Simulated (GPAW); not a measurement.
Crystal: ZrSe2.

```
CELL_PARAMETERS angstrom
3.79800 0.00000 0.00000
-1.89900 3.28916 0.00000
0.00000 0.00000 6.19200
ATOMIC_POSITIONS crystal
Zr 0.00000 0.00000 0.00000
Se 0.66667 0.33333 0.75000
Se 0.33333 0.66667 0.25000
```

Base run:

| Property | Result |
| --- | --- |
| Program | GPAW 26.7.0 |
| Functional | PBEsol |
| Potentials or basis | PAW data sets generated in the run's folder for this functional |
| Cutoff | 600 eV |
| Basis | pw |
| k mesh | 8 × 8 × 5 |
| Occupations | fermi-dirac, width 0.05 eV |
| Spin | spin-orbit coupling, no magnetisation |

Its results: band gap on the k mesh 0.21 eV, indirect (least direct gap 0.86 eV); pressure -1.4 GPa; largest force 0.066 eV/Å.

Problem. The run is repeated on the same cell with these changes: spin from spin-orbit coupling, no magnetisation to no spin polarisation. What comes out?

Solution. Band gap on the k mesh 0.36 eV, indirect (least direct gap 1.01 eV); pressure -1.4 GPa; largest force 0.066 eV/Å.

Spin-orbit coupling splits the band edges, which narrows the gap.

Caveats: this functional lacks dispersion, which binds the layers, so the pressure and a relaxed spacing across them are unreliable; spin-orbit coupling was added after a scalar SCF, so levels and gaps hold it while energy, forces, pressure and moments don't (some runs); this program's spin-orbit splittings come out too wide for heavy elements (some runs).

A k mesh can miss the band edges.
